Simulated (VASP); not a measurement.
Bi2Te3 (Tellurobismuthite):

```xyz
5
Lattice="2.1930 1.2661 10.1657 -2.1930 1.2661 10.1657 0.0000 -2.5323 10.1657" Properties=species:S:1:pos:R:3 pbc="T T T"
Bi    0.0000    0.0000   18.2982
Bi    0.0000    0.0000   12.1988
Te    0.0000    0.0000   24.1079
Te    0.0000    0.0000    6.3891
Te    0.0000    0.0000    0.0000
```

* Program: VASP 6.6.1
* Task: single point
* Functional: PBEsol
* Potentials or basis: VASP PAW PBE potentials, release 64 (Bi_d, Te)
* Cutoff: 520 eV
* k mesh: 7 × 7 × 7
* Occupations: fermi-dirac, width 0.05 eV
* Spin: no spin polarisation

On this cell: pressure -0.6 GPa; largest force 0.096 eV/Å; band gap on the k mesh 0.23 eV, direct.

The same run follows on a disturbed copy (atoms moved at random, drawn with an rms of 0.05 Å):

```
Bi Te
1.0
     2.19300    1.26613   10.16567
    -2.19300    1.26613   10.16567
     0.00000   -2.53226   10.16567
Bi Te
2 3
Direct
  0.60539 0.60196 0.59344
  0.39953 0.40382 0.39703
  0.79470 0.78516 0.79255
  0.21166 0.20856 0.20612
  0.00364 0.00338 0.99384
```

Question: What does the disturbed cell give?

Answer: The energy moves by +1.6 meV/atom; pressure -0.8 GPa; largest force 0.255 eV/Å; band gap on the k mesh 0.24 eV, direct.

Forces on the atoms (eV/Å):
```
Bi  -0.023 -0.024 -0.168
Bi   0.067 -0.022  0.070
Te  -0.086  0.066 -0.124
Te   0.013  0.034  0.252
Te   0.029 -0.054 -0.030
```

Stress tensor (GPa, compression positive):
```
-0.66  0.06 -0.12
 0.06 -0.59  0.07
-0.12  0.07 -1.04
```

Caveats: the PAW data sets were made with another functional, which shifts forces and pressure a little; spin-orbit coupling is left out, which as a rule narrows the gap of such compounds by several tenths of an eV; an odd mesh through Γ misses points on the zone boundary, where band edges often lie.
